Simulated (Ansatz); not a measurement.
Sb:

```
CELL_PARAMETERS angstrom
-1.57654 1.57654 2.71194
1.57654 -1.57654 2.71194
1.57654 1.57654 -2.71194
ATOMIC_POSITIONS crystal
Sb 0.00000 0.00000 0.00000
```

This isn't the form of Sb at room conditions, which is rhombohedral.

- Program: Ansatz 0.2.0
- Task: single point
- Functional: PBEsol
- Potentials or basis: Ansatz PAW
- Cutoff: 420 eV (not typed: the program's choice for these potentials)
- k mesh: 12 × 12 × 12
- Occupations: fermi-dirac, width 0.05 eV
- Spin: no spin polarisation

On this cell: pressure -1.3 GPa; band gap on the k mesh none (metal or under the smearing width).

The same run follows on a disturbed copy (cell strained at random at fixed volume):

```xyz
1
Lattice="-1.5776 1.5802 2.7118 1.5670 -1.5443 2.6848 1.6043 1.5710 -2.6909" Properties=species:S:1:pos:R:3 pbc="T T T"
Sb    0.0066    0.0476    0.0149
```

Task: What changes?

Result: The energy (extrapolated to zero smearing) moves by -1.2 meV/atom; pressure -1.4 GPa; band gap on the k mesh none (metal or under the smearing width).

Stress tensor (GPa, compression positive):
```
-1.51  0.20  0.01
 0.20 -0.78  0.23
 0.01  0.23 -1.77
```

The energy falls, though the first cell shows no forces: that form is unstable against this distortion, unless noise or another electronic state is at work.

Caveats: the PAW data sets come from PBE, with cores solved anew for the run's functional, which leaves a small shift of forces and pressure.
